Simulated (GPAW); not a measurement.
Wanted: an ASE script for a GPAW 26.7.0 run.

| Item | Value |
| --- | --- |
| Task | single point |
| Functional | LDA |
| Potentials or basis | the program's PAW data sets (release 1.2.1) made for this functional |
| Cutoff | 600 eV |
| Basis | pw |
| k mesh | 8 × 8 × 5 |
| Occupations | fermi-dirac, width 0.05 eV |
| Spin | no spin polarisation |
| Maxiter | 80 |

The system is AlN.

```
Al N
1.0
     3.11300    0.00000    0.00000
    -1.55650    2.69594    0.00000
     0.00000    0.00000    4.98100
Al N
2 2
Cartesian
  1.5565 0.8986 2.4905
  0.0000 1.7973 0.0000
  1.5565 0.8986 4.3833
  0.0000 1.7973 1.8928
```

One way to write it, as run:

run.py

```python
from ase.dft.bandgap import bandgap
from ase.io import write
from ase.spacegroup import crystal
from ase.units import GPa
from gpaw import GPAW, PW

# Al 2b
# N 2b
atoms = crystal(['Al', 'N'],
                basis=[[0.6666666667, 0.3333333333, 0.5],
                       [0.6666666667, 0.3333333333, 0.88]],
                spacegroup=186, setting=1,  # P6_3mc
                cellpar=[3.113, 3.113, 4.981, 90.0, 90.0, 120.0],
                primitive_cell=True)

calc = GPAW(mode=PW(600),
            xc='LDA',
            kpts={'size': (8, 8, 5), 'gamma': True},
            occupations={'name': 'fermi-dirac', 'width': 0.05},
            nbands=18,
            convergence={'density': 1e-05, 'energy': 1e-05},
            maxiter=80,
            txt='gpaw.txt')
atoms.calc = calc
energy = atoms.get_potential_energy()
forces = atoms.get_forces()
stress = atoms.get_stress()
calc.write('gs.gpw')
write('result.traj', atoms)
print(f'Energy: {energy:.6f} eV')
print('Forces (eV/A):')
print(forces.round(4))
print('Stress (GPa):', (stress / GPa).round(3))
print('Fermi level:', round(calc.get_fermi_level(), 4), 'eV')
print(f'Gap: {bandgap(calc)[0]:.4f} eV, direct: {bandgap(calc, direct=True)[0]:.4f} eV')
```

Potentials or basis: the program's PAW data sets (release 1.2.1) made for this functional, pw.

The run is started by

```bash
$ OMP_NUM_THREADS=1 python run.py
```

Results of the run:

* Pressure: -10.6 GPa
* Largest force: 0.120 eV/Å
* Band gap on the k mesh: 4.25 eV, direct

Caveat: the cutoff is short for stress and forces, so pressures can be off by a GPa or more.

Run time: 16 s on 1 thread of Arm Neoverse V2, with other jobs on the host, peak memory 0.16 GiB.
